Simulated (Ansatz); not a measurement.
**CdO (Monteponite): how the settings move a single-point run**

Question: which choices in the input matter for CdO (Monteponite)?

Computed with Ansatz 0.2.0 (reference: DFT, r2SCAN, plane waves, PAW, unless a step's input says otherwise).

4 further runs of the same task are left out: 1 for a known fault of the program, 3 that didn't finish.

## (1) The structure to begin with

Symmetry: Fm-3m, No. 225, cubic system. Conventional cell: a = 4.706 Å, b = 4.706 Å, c = 4.706 Å, α = 90.00°, β = 90.00°, γ = 90.00°. Around Cd (site symmetry m-3m) lie 6 O at 2.35 Å. O (site symmetry m-3m) is surrounded by 6 Cd at 2.35 Å.

As a file:

```xyz
2
Lattice="0.0000 2.3530 2.3530 2.3530 0.0000 2.3530 2.3530 2.3530 0.0000" Properties=species:S:1:pos:R:3 pbc="T T T"
Cd    0.0000    0.0000    0.0000
O     2.3530    2.3530    2.3530
```

## (2) Baseline

File input.yaml:

```yaml
crystal:
  lattice:
    - [0.0, 2.3530040401, 2.3530040401]
    - [2.3530040401, 0.0, 2.3530040401]
    - [2.3530040401, 2.3530040401, 0.0]
  atoms:
    - { symbol: Cd, position: [0.0, 0.0, 0.0] }
    - { symbol: O, position: [0.5, 0.5, 0.5] }
kpoints:
  mp_grid: { grid: [6, 6, 6] }
hamiltonian:
  xc: r2scan
scf:
  occupations: { method: fermi_dirac, width: 0.02 }
  n_extra_bands: 4
output:
  forces: true
  stress: true
  eigenvalues: true
```

Run with:

```sh
$ ansatz run input.yaml --threads 4 --pin off --max-ram 3686MiB --backend cpu --events-out ev --progress --plain --runs-dir out
```

## (3) Changing settings: dispersion d4

Edit input.yaml of step 2 so:

```diff
@@ -12,2 +12,3 @@
   xc: r2scan
+  dispersion: d4
 scf:
```

## (4) Variant: xc lda

Edit input.yaml of step 2 so:

```diff
@@ -11,3 +11,3 @@
 hamiltonian:
-  xc: r2scan
+  xc: lda
 scf:
```

## (5) Variant: xc mr2scan

Edit input.yaml of step 2 so:

```diff
@@ -11,3 +11,3 @@
 hamiltonian:
-  xc: r2scan
+  xc: mr2scan
 scf:
```

Q: Predict the outcome of this session. Wanted: for each run, ending; energy change; pressure; gap; force.

As calculated:

```csv
run,ending,energy change,pressure (GPa),gap (eV),force (eV/Å),cycles,time
reference,converged,0,0.0,0.09,0.00,8,0.65 s
1: dispersion d4,converged,-117.3 meV/atom (offset of the dispersion model),-1.3,0.09,0.00,8,0.71 s
2: xc lda,converged,not comparable,-6.7,0.00,0.00,6,0.32 s
3: xc mr2scan,converged,not comparable,0.0,0.09,0.00,8,0.65 s
```

Residual by cycle in the longest SCF loop of each run; runs are numbered as in the table. The quantity is the density residual dr2, in eV.

```csv
cycle,reference,run 1,run 2,run 3
1,0.0346,0.0346,0.0878,0.0346
2,0.00733,0.00733,0.011,0.00733
3,0.00193,0.00193,4.0e-4,0.00193
4,3.0e-4,3.0e-4,1.5e-5,3.0e-4
5,1.7e-5,1.7e-5,4.1e-8,1.7e-5
6,9.9e-7,9.9e-7,1.3e-9,9.9e-7
7,1.4e-7,1.4e-7,-,1.4e-7
8,2.3e-9,2.3e-9,-,2.3e-9
```

**Reading.** The pressure spans -6.7 to 0.0 GPa over the reference and the converged variants. The gap spans 0.00 to 0.09 eV over the reference and the converged variants.
